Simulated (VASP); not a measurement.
Given:

```xyz
2
Lattice="0.0000 3.0914 3.0914 3.0914 0.0000 3.0914 3.0914 3.0914 0.0000" Properties=species:S:1:pos:R:3 pbc="T T T"
Al     0.0000     0.0000     0.0000
Sb     1.5457     1.5457     1.5457
```

All values below come from r2SCAN meta-GGA, VASP's PBE PAW potentials (set 64) (plane waves; VASP 6.6.1). Settings: 400 eV cut-off, 7×7×7 Γ-centred mesh, Gaussian smearing of 0.050 eV, potentials Al Sb.

### Question
Estimate the energy per atom (σ→0).

### Answer

```json
{
  "energy per atom (σ→0)": "-16.471 eV/atom"
}
```

Only differences to runs with the same potentials and settings are physical.

The compound is AlSb in the zinc blende structure. It was relaxed first. The start is the result of an earlier pass.
